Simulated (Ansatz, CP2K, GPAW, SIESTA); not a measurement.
**One calculation of CsPbBr3, 4 ways**

```
Pb Cs Br
1.0
     5.87000    0.00000    0.00000
     0.00000    5.87000    0.00000
     0.00000    0.00000    5.87000
Pb Cs Br
1 1 3
Direct
  0.50000 0.50000 0.50000
  0.00000 0.00000 0.00000
  0.50000 0.50000 0.00000
  0.50000 0.00000 0.50000
  0.00000 0.50000 0.50000
```

Measurements of this composition are mostly on another form, of space group No. 62.

Alike in all runs: task band structure; functional PBEsol; k mesh 5 × 5 × 5; occupations fermi-dirac, width 0.05 eV; no spin polarisation; no spin-orbit coupling. Pressure is positive in compression and, in plane waves, holds the error of the finite cutoff. Gaps are the smaller of the mesh's and the band path's.

| program and potentials | plane-wave cutoff (eV) | notes | band gap (eV) | pressure (GPa) |
| --- | --- | --- | --- | --- |
| Ansatz, all-electron LAPW, scalar-relativistic | - | - | 1.43 | -0.03 |
| GPAW, PAW data sets generated for this functional | 600 | 8.8 valence electrons an atom on average | 1.38 | -0.08 |
| SIESTA, files PseudoDojo sr-pbesol-0.4.1-standard, DZP (energy shift 0.003 Ry; two zetas on semicore shells; d shell added on Cs) | - | atomic basis; 8.8 valence electrons an atom on average | 1.43 | 0.25 |
| CP2K, POTENTIAL_UZH Pb GTH-PBE-q4, Cs GTH-PBE-q9, Br GTH-PBE-q7; TZVP-MOLOPT-PBE-GTH basis | - | atomic basis; potentials made for PBE; 6.8 valence electrons an atom on average | 1.26 | 0.76 |

The band gap spans 1.26 (CP2K, POTENTIAL_UZH Pb GTH-PBE-q4, Cs GTH-PBE-q9, Br GTH-PBE-q7; TZVP-MOLOPT-PBE-GTH basis) to 1.43 eV (SIESTA, files PseudoDojo sr-pbesol-0.4.1-standard, DZP (energy shift 0.003 Ry; two zetas on semicore shells; d shell added on Cs)), with all-electron results at 1.43. The pressure spans -0.08 (GPAW, PAW data sets generated for this functional) to 0.76 GPa (CP2K, POTENTIAL_UZH Pb GTH-PBE-q4, Cs GTH-PBE-q9, Br GTH-PBE-q7; TZVP-MOLOPT-PBE-GTH basis), with all-electron results at -0.03. Spin-orbit coupling, left out here, moves the band edges of heavy atoms. The paths' points differ, which is worth about 0.01 eV. Rows in atomic bases carry the error of their basis and grid, which can be large.

The functional is the same throughout but for its coding, so the spread measures potentials, basis and numerics; runs on potential files found faulty are left out.
